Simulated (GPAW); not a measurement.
# Si (P6/mmm) in GPAW: notebook

The runs below take Si through single point, with RPBE, r2SCAN.

Everything below comes from runs of GPAW 26.7.0. Logs are shortened: lines on timing, memory, paths and dates and some standing lists are left out, and cuts for length are marked. The log counts tension as positive stress, the text compression.

## (1) Starting point

It takes space group P6/mmm (No. 191, hexagonal). The conventional cell has a = 2.621 Å, b = 2.621 Å, c = 2.466 Å, α = 90.00°, β = 90.00°, γ = 120.00°. Si (site symmetry 6/mmm) is surrounded by 8 Si at 2.47 to 2.62 Å.

This isn't the form of Si at room conditions, which is diamond.

## (2) Single point, RPBE

Input file run.py:

```python
from ase import Atoms
from ase.dft.bandgap import bandgap
from ase.io import write
from ase.units import GPa
from gpaw import GPAW, PW

atoms = Atoms(['Si'],
              cell=[[2.6205428149, 0.0, 0.0],
                    [-1.3102714075, 2.2694566494, 0.0],
                    [0.0, 0.0, 2.46635439]],
              scaled_positions=[[0.0, 0.0, 0.0]],
              pbc=True)

calc = GPAW(mode=PW(450),
            xc='RPBE',
            kpts={'size': (9, 9, 9), 'gamma': True},
            occupations={'name': 'fermi-dirac', 'width': 0.05},
            nbands=8,
            maxiter=120,
            txt='gpaw.txt')
atoms.calc = calc
energy = atoms.get_potential_energy()
forces = atoms.get_forces()
stress = atoms.get_stress()
calc.write('gs.gpw')
write('result.traj', atoms)
print(f'Energy: {energy:.6f} eV')
print('Forces (eV/A):')
print(forces.round(4))
print('Stress (GPa):', (stress / GPa).round(3))
print('Fermi level:', round(calc.get_fermi_level(), 4), 'eV')
print(f'Gap: {bandgap(calc)[0]:.4f} eV, direct: {bandgap(calc, direct=True)[0]:.4f} eV')
```

Potentials or basis: the program's PAW data sets (release 1.2.1) made for this functional, pw.

Launch:

```sh
$ OMP_NUM_THREADS=1 python run.py
```

gpaw.txt:

```text
__  _  _
 | _ |_)|_||  |
 |__||  | ||/\| - 26.7.0

Input parameters:
  mode=PW(ecut=450.00000000000006),
  kpts=MonkhorstPack(size=(9, 9, 9), gamma=True),
  maxiter=120,
  nbands=8,
  occupations=Occupations(name='fermi-dirac', width=0.05),
  xc=XC(name='RPBE')

Diagonalizing LCAO Hamiltonian
Converting LCAO to pw mode

       Si

Atoms  # Å, Bohr magnetons
|   | symbol |        x |        y |        z |    initial magnetic moments |
|---|--------|----------|----------|----------|-----------------------------|
| 0 |     Si | 0.000000 | 0.000000 | 0.000000 | ( 0.0000,  0.0000,  0.0000) |

Unit cell  # Å
| periodic |         x |        y |        z |  lengths |     angles |
|----------|-----------|----------|----------|----------|------------|
|      yes |  2.620543 | 0.000000 | 0.000000 | 2.620543 |  90.000000 |
|      yes | -1.310271 | 2.269457 | 0.000000 | 2.620543 |  90.000000 |
|      yes |  0.000000 | 0.000000 | 2.466354 | 2.466354 | 120.000000 |

Number of symmetries: 24
Symmetry operations  # r_c * U_cc + t_c -> r_c
|    | kind |            matrix            |
|----|------|------------------------------|
|  0 |  σ   |  1, 1, 0,  0,-1, 0,  0, 0, 1 |
|  1 |  C2  |  1, 1, 0,  0,-1, 0,  0, 0,-1 |
|  2 |  C6  |  1, 1, 0, -1, 0, 0,  0, 0, 1 |
|  3 |  S6  |  1, 1, 0, -1, 0, 0,  0, 0,-1 |
|  4 |  E   |  1, 0, 0,  0, 1, 0,  0, 0, 1 |
|  5 |  σ   |  1, 0, 0,  0, 1, 0,  0, 0,-1 |
|  6 |  σ   |  1, 0, 0, -1,-1, 0,  0, 0, 1 |
|  7 |  C2  |  1, 0, 0, -1,-1, 0,  0, 0,-1 |
|  8 |  σ   |  0, 1, 0,  1, 0, 0,  0, 0, 1 |
|  9 |  C2  |  0, 1, 0,  1, 0, 0,  0, 0,-1 |
| 10 |  C3  |  0, 1, 0, -1,-1, 0,  0, 0, 1 |
| 11 |  S3  |  0, 1, 0, -1,-1, 0,  0, 0,-1 |
| 12 |  C6  |  0,-1, 0,  1, 1, 0,  0, 0, 1 |
| 13 |  S6  |  0,-1, 0,  1, 1, 0,  0, 0,-1 |
| 14 |  σ   |  0,-1, 0, -1, 0, 0,  0, 0, 1 |
| 15 |  C2  |  0,-1, 0, -1, 0, 0,  0, 0,-1 |
| 16 |  σ   | -1, 0, 0,  1, 1, 0,  0, 0, 1 |
| 17 |  C2  | -1, 0, 0,  1, 1, 0,  0, 0,-1 |
| 18 |  C2  | -1, 0, 0,  0,-1, 0,  0, 0, 1 |
| 19 |  i   | -1, 0, 0,  0,-1, 0,  0, 0,-1 |
| 20 |  C3  | -1,-1, 0,  1, 0, 0,  0, 0, 1 |
| 21 |  S3  | -1,-1, 0,  1, 0, 0,  0, 0,-1 |
| 22 |  σ   | -1,-1, 0,  0, 1, 0,  0, 0, 1 |
| 23 |  C2  | -1,-1, 0,  0, 1, 0,  0, 0,-1 |

BZ-sampling:
  Number of BZ points: 729
  Number of IBZ points: 60

  Monkhorst-Pack size: [9, 9, 9]
  Monkhorst-Pack shift: [0, 0, 0]

K-points  # in reciprocal-cell coordinates
|     |                                coordinates |     weight |
|-----|--------------------------------------------|------------|
|   0 | (  0.00000000,   0.00000000,   0.00000000) | 0.00137174 |
|   1 | (  0.00000000,   0.00000000,   0.11111111) | 0.00274348 |
|   2 | (  0.00000000,   0.00000000,   0.22222222) | 0.00274348 |
|   3 | (  0.00000000,   0.00000000,   0.33333333) | 0.00274348 |
|   4 | (  0.00000000,   0.00000000,   0.44444444) | 0.00274348 |
|   5 | (  0.11111111,   0.00000000,   0.00000000) | 0.00823045 |
|   6 | (  0.11111111,   0.00000000,   0.11111111) | 0.01646091 |
|   7 | (  0.11111111,   0.00000000,   0.22222222) | 0.01646091 |
|   8 | (  0.11111111,   0.00000000,   0.33333333) | 0.01646091 |
|   9 | (  0.11111111,   0.00000000,   0.44444444) | 0.01646091 |
| ... |                                            |            |
|  59 | (  0.44444444,   0.44444444,   0.44444444) | 0.01646091 |

Plane wave coefficients: 332
Cutoff: 450.00000000000006 eV

Spin-components: 1 (collinear spins)
Bands:           8
Projectors:      5
Spin-degeneracy: 2
Datatype:        complex128

Parallelization:
  kpt:    1
  domain: 1
  band:   1

Density:
  Valence electrons: 4.0
  Components: 1
  Grid points: [14 14 14]
  Charge: 0.0  # |e|

Potential:
  Grid points: [14 14 14]

species:
  Si:
    name:    Silicon
    Z:       14.0
    valence: 4
    core:    10
    charge:  0.0  # [|e|]
    compensation charges:
      type: gauss
      rc: 0.33  # [Å]
      lmax: 2
    cutoffs:
      filter: 1.86  # [Å]
      core: 2.06  # [Å]
    projectors
    | kind |    occ | energy [eV] | rcut [Å] |
    |------|--------|-------------|----------|
    |   3s |  2.000 |     -10.793 |    1.058 |
    |   3p |  2.000 |      -4.075 |    1.058 |
    |    s |        |      16.418 |    1.058 |
    |    p |        |      23.136 |    1.058 |
    |    d |        |       0.000 |    1.058 |

    Using partial waves for Si as LCAO basis

Reference energy: -7889.739388  # eV

eigensolver:
  PPCG
  Converge bands: occupied
  niter=2

density mixing:
  MSR1-Mixer
  Pratt-step length: 0.05
  Maximum mixing coefficient: 0.75
  Old densities: 10
  SVD Regularization: 0.005
  Good broyden scale: 1.0
  Trust region scale: 1.0
  Backstep threshold: 4.0
  History deletion threshold: 6.0
  Fourier metric: weight=20.0, sigma=0.015

occupation numbers:
  Fermi-Dirac:
    width: 0.0500  # eV

poisson solver:
  ecut: 3600.0000000000005  # eV

xc functional:
  name: RPBE with 2 nearest neighbor stencil

convergence criteria:
- Maximum [total energy] change in last 3 cyles: 0.0005 eV / valence electron
- Maximum integral of absolute [dens]ity change: 0.0001 electrons / valence electron
- Maximum integral of absolute [eigenst]ate change: 4e-08 eV^2 / valence electron
maximum number of iterations: 120

SCF iterations
|iter     | |      energy | eigst |  dens |
|---------|-|-------------|-------|-------|
|iter:   1| |   -4.714779 | -0.09 |       |
|iter:   2| |   -4.718155 | -3.05 | -1.15 |
|iter:   3| |   -4.736138 | -3.29 | -1.17 |
|iter:   4| |   -4.738271 | -4.04 | -1.65 |
|iter:   5| |   -4.738266 | -6.59 | -2.82 |
|iter:   6| |   -4.738266c| -8.43c| -3.62 |
|iter:   7| |   -4.738266c| -8.69c| -4.16c|

Converged in 7 steps
Energy contributions relative to reference atoms: (reference = -7889.739388)

Energy contributions:
  Kinetic:           5.978776
  Coulomb:          -4.237377
  Zero:             -0.019857
  External:          0.000000
  Xc:               -6.457471
  Entropy:          -0.004675
  Spinorbit:         0.000000
  ----------------------------
  Free energy:      -4.740603
  Extrapolated:     -4.738266

dipole moment: (-2.851791, -4.939448, -5.367993)  # |e|*Ang

Fermi level: 9.218
Eigenvalues  # (at kpt = [0.000, 0.000, 0.000])
| band index |      eig [eV] | occ [0-2] |
|------------|---------------|-----------|
|          0 |        -5.073 |     2.000 |
|          1 |        16.571 |     0.000 |
|          2 |        17.141 |     0.000 |
|          3 |        19.550 |     0.000 |
|          4 |        19.550 |     0.000 |
|          5 |        21.385 |     0.000 |
|          6 |        21.385 |     0.000 |
|          7 |        28.357 |     0.000 |

No gap
No difference between direct/indirect transitions

Forces  # eV/Ang
|       x |       y |       z |
|---------|---------|---------|
| 0.00000 | 0.00000 | 0.00000 |  # Si   0

Stress tensor  # eV/Ang^3
|         x |         y |         z |
|-----------|-----------|-----------|
| -0.036397 | -0.000000 |  0.000000 |
| -0.000000 | -0.036397 |  0.000000 |
|  0.000000 |  0.000000 | -0.032861 |

# Writing to gs.gpw (mode='')
```

Wall time 3.1 s (1 thread of Arm Neoverse V2, shared host); peak memory 0.12 GiB.

Results:

* Free energy: -4.7406 eV
* Pressure: 5.6 GPa
* Band gap on the k mesh: none (metal or under the smearing width)

Caveat: the cutoff is short for stress and forces, so pressures can be off by a GPa or more.

## (3) Single point, r2SCAN

Changes to run.py since step 2:

```diff
@@ -13,4 +13,4 @@
 
-calc = GPAW(mode=PW(450),
-            xc='RPBE',
+calc = GPAW(mode=PW(500),
+            xc='MGGA_X_R2SCAN+MGGA_C_R2SCAN',
             kpts={'size': (9, 9, 9), 'gamma': True},
```

Potentials or basis: GPAW PAW data sets (gpaw-data 1.2.1), pw.

Launch:

```sh
$ OMP_NUM_THREADS=1 python run.py
```

gpaw.txt:

```text
__  _  _
 | _ |_)|_||  |
 |__||  | ||/\| - 26.7.0

Input parameters:
  mode=PW(ecut=500.0),
  kpts=MonkhorstPack(size=(9, 9, 9), gamma=True),
  maxiter=120,
  nbands=8,
  occupations=Occupations(name='fermi-dirac', width=0.05),
  xc=XC(name='MGGA_X_R2SCAN+MGGA_C_R2SCAN')

Diagonalizing LCAO Hamiltonian
Converting LCAO to pw mode

       Si

Atoms  # Å, Bohr magnetons
|   | symbol |        x |        y |        z |    initial magnetic moments |
|---|--------|----------|----------|----------|-----------------------------|
| 0 |     Si | 0.000000 | 0.000000 | 0.000000 | ( 0.0000,  0.0000,  0.0000) |

Unit cell  # Å
| periodic |         x |        y |        z |  lengths |     angles |
|----------|-----------|----------|----------|----------|------------|
|      yes |  2.620543 | 0.000000 | 0.000000 | 2.620543 |  90.000000 |
|      yes | -1.310271 | 2.269457 | 0.000000 | 2.620543 |  90.000000 |
|      yes |  0.000000 | 0.000000 | 2.466354 | 2.466354 | 120.000000 |

Number of symmetries: 24
Symmetry operations  # r_c * U_cc + t_c -> r_c
|    | kind |            matrix            |
|----|------|------------------------------|
|  0 |  σ   |  1, 1, 0,  0,-1, 0,  0, 0, 1 |
|  1 |  C2  |  1, 1, 0,  0,-1, 0,  0, 0,-1 |
|  2 |  C6  |  1, 1, 0, -1, 0, 0,  0, 0, 1 |
|  3 |  S6  |  1, 1, 0, -1, 0, 0,  0, 0,-1 |
|  4 |  E   |  1, 0, 0,  0, 1, 0,  0, 0, 1 |
|  5 |  σ   |  1, 0, 0,  0, 1, 0,  0, 0,-1 |
|  6 |  σ   |  1, 0, 0, -1,-1, 0,  0, 0, 1 |
|  7 |  C2  |  1, 0, 0, -1,-1, 0,  0, 0,-1 |
|  8 |  σ   |  0, 1, 0,  1, 0, 0,  0, 0, 1 |
|  9 |  C2  |  0, 1, 0,  1, 0, 0,  0, 0,-1 |
| 10 |  C3  |  0, 1, 0, -1,-1, 0,  0, 0, 1 |
| 11 |  S3  |  0, 1, 0, -1,-1, 0,  0, 0,-1 |
| 12 |  C6  |  0,-1, 0,  1, 1, 0,  0, 0, 1 |
| 13 |  S6  |  0,-1, 0,  1, 1, 0,  0, 0,-1 |
| 14 |  σ   |  0,-1, 0, -1, 0, 0,  0, 0, 1 |
| 15 |  C2  |  0,-1, 0, -1, 0, 0,  0, 0,-1 |
| 16 |  σ   | -1, 0, 0,  1, 1, 0,  0, 0, 1 |
| 17 |  C2  | -1, 0, 0,  1, 1, 0,  0, 0,-1 |
| 18 |  C2  | -1, 0, 0,  0,-1, 0,  0, 0, 1 |
| 19 |  i   | -1, 0, 0,  0,-1, 0,  0, 0,-1 |
| 20 |  C3  | -1,-1, 0,  1, 0, 0,  0, 0, 1 |
| 21 |  S3  | -1,-1, 0,  1, 0, 0,  0, 0,-1 |
| 22 |  σ   | -1,-1, 0,  0, 1, 0,  0, 0, 1 |
| 23 |  C2  | -1,-1, 0,  0, 1, 0,  0, 0,-1 |

BZ-sampling:
  Number of BZ points: 729
  Number of IBZ points: 60

  Monkhorst-Pack size: [9, 9, 9]
  Monkhorst-Pack shift: [0, 0, 0]

K-points  # in reciprocal-cell coordinates
|     |                                coordinates |     weight |
|-----|--------------------------------------------|------------|
|   0 | (  0.00000000,   0.00000000,   0.00000000) | 0.00137174 |
|   1 | (  0.00000000,   0.00000000,   0.11111111) | 0.00274348 |
|   2 | (  0.00000000,   0.00000000,   0.22222222) | 0.00274348 |
|   3 | (  0.00000000,   0.00000000,   0.33333333) | 0.00274348 |
|   4 | (  0.00000000,   0.00000000,   0.44444444) | 0.00274348 |
|   5 | (  0.11111111,   0.00000000,   0.00000000) | 0.00823045 |
|   6 | (  0.11111111,   0.00000000,   0.11111111) | 0.01646091 |
|   7 | (  0.11111111,   0.00000000,   0.22222222) | 0.01646091 |
|   8 | (  0.11111111,   0.00000000,   0.33333333) | 0.01646091 |
|   9 | (  0.11111111,   0.00000000,   0.44444444) | 0.01646091 |
| ... |                                            |            |
|  59 | (  0.44444444,   0.44444444,   0.44444444) | 0.01646091 |

Plane wave coefficients: 393
Cutoff: 500.0 eV

Spin-components: 1 (collinear spins)
Bands:           8
Projectors:      5
Spin-degeneracy: 2
Datatype:        complex128

Parallelization:
  kpt:    1
  domain: 1
  band:   1

Density:
  Valence electrons: 4.0
  Components: 1
  Grid points: [14 14 14]
  Charge: 0.0  # |e|

Potential:
  Grid points: [14 14 14]

species:
  Si:
    name:    Silicon
    Z:       14.0
    valence: 4
    core:    10
    charge:  0.0  # [|e|]
    compensation charges:
      type: gauss
      rc: 0.33  # [Å]
      lmax: 2
    cutoffs:
      filter: 1.86  # [Å]
      core: 2.06  # [Å]
    projectors
    | kind |    occ | energy [eV] | rcut [Å] |
    |------|--------|-------------|----------|
    |   3s |  2.000 |     -10.812 |    1.058 |
    |   3p |  2.000 |      -4.081 |    1.058 |
    |    s |        |      16.399 |    1.058 |
    |    p |        |      23.130 |    1.058 |
    |    d |        |       0.000 |    1.058 |

    Using partial waves for Si as LCAO basis

Reference energy: -7886.344250  # eV

eigensolver:
  PPCG
  Converge bands: occupied
  niter=2

density mixing:
  MSR1-Mixer
  Pratt-step length: 0.05
  Maximum mixing coefficient: 0.75
  Old densities: 10
  SVD Regularization: 0.005
  Good broyden scale: 1.0
  Trust region scale: 1.0
  Backstep threshold: 4.0
  History deletion threshold: 6.0
  Fourier metric: weight=20.0, sigma=0.015

occupation numbers:
  Fermi-Dirac:
    width: 0.0500  # eV

poisson solver:
  ecut: 4000.0  # eV

xc functional:
  name: MGGA_X_R2SCAN+MGGA_C_R2SCAN with 2 nearest neighbor stencil

convergence criteria:
- Maximum [total energy] change in last 3 cyles: 0.0005 eV / valence electron
- Maximum integral of absolute [dens]ity change: 0.0001 electrons / valence electron
- Maximum integral of absolute [eigenst]ate change: 4e-08 eV^2 / valence electron
maximum number of iterations: 120

SCF iterations
|iter     | |      energy | eigst |  dens |
|---------|-|-------------|-------|-------|
|iter:   1| |   -8.632663 | -0.09 |       |
|iter:   2| |   -8.146236 | -1.70 | -1.15 |
|iter:   3| |-7585.339034 | +3.92 | -1.13 |
|iter:   4| |   -5.202742 | +2.86 | +1.44 |
|iter:   5| |   -8.177825 | +0.01 | -1.03 |
|iter:   6| |   -8.189353 | -2.81 | -1.72 |
|iter:   7| |   -8.189209 | -4.22 | -1.91 |
|iter:   8| |   -8.189205c| -4.77 | -2.27 |
|iter:   9| |   -8.189203c| -5.93 | -3.26 |
|iter:  10| |   -8.189202c| -7.48c| -3.53 |
|iter:  11| |   -8.189202c| -7.62c| -4.68c|

Converged in 11 steps
Energy contributions relative to reference atoms: (reference = -7886.344250)

Energy contributions:
  Kinetic:           3.332230
  Coulomb:          -1.717352
  Zero:             -0.026098
  External:          0.000000
  Xc:               -9.775537
  Entropy:          -0.004889
  Spinorbit:         0.000000
  ----------------------------
  Free energy:      -8.191647
  Extrapolated:     -8.189202

dipole moment: (-2.846972, -4.931101, -5.358922)  # |e|*Ang

Fermi level: 9.151
Eigenvalues  # (at kpt = [0.000, 0.000, 0.000])
| band index |      eig [eV] | occ [0-2] |
|------------|---------------|-----------|
|          0 |        -5.926 |     2.000 |
|          1 |        16.879 |     0.000 |
|          2 |        17.449 |     0.000 |
|          3 |        20.092 |     0.000 |
|          4 |        20.092 |     0.000 |
|          5 |        22.027 |     0.000 |
|          6 |        22.027 |     0.000 |
|          7 |        28.018 |     0.000 |

No gap
No difference between direct/indirect transitions

Forces  # eV/Ang
|       x |        y |       z |
|---------|----------|---------|
| 0.00000 | -0.00000 | 0.00000 |  # Si   0

Stress tensor  # eV/Ang^3
|         x |         y |         z |
|-----------|-----------|-----------|
| -0.018828 | -0.000000 |  0.000000 |
| -0.000000 | -0.018828 |  0.000000 |
|  0.000000 |  0.000000 | -0.018437 |

# Writing to gs.gpw (mode='')
```

stdout:

```text
Energy: -8.189202 eV
Forces (eV/A):
[[ 0. -0.  0.]]
Stress (GPa): [-3.017 -3.017 -2.954  0.     0.    -0.   ]
Fermi level: 9.1514 eV
Gap: 0.0000 eV, direct: 0.0000 eV
```

It took 22 s on 1 thread of Intel Xeon Platinum 8259CL at 2.50GHz (Skylake/Cascade Lake), shared host; peak memory 0.15 GiB.

Results:

- Free energy: -8.1916 eV
- Pressure: 3.0 GPa
- Band gap on the k mesh: none (metal or under the smearing width)

Caveat: the cutoff is short for stress and forces, so pressures can be off by a GPa or more; the PAW data sets were made with another functional, which shifts forces and pressure a little.
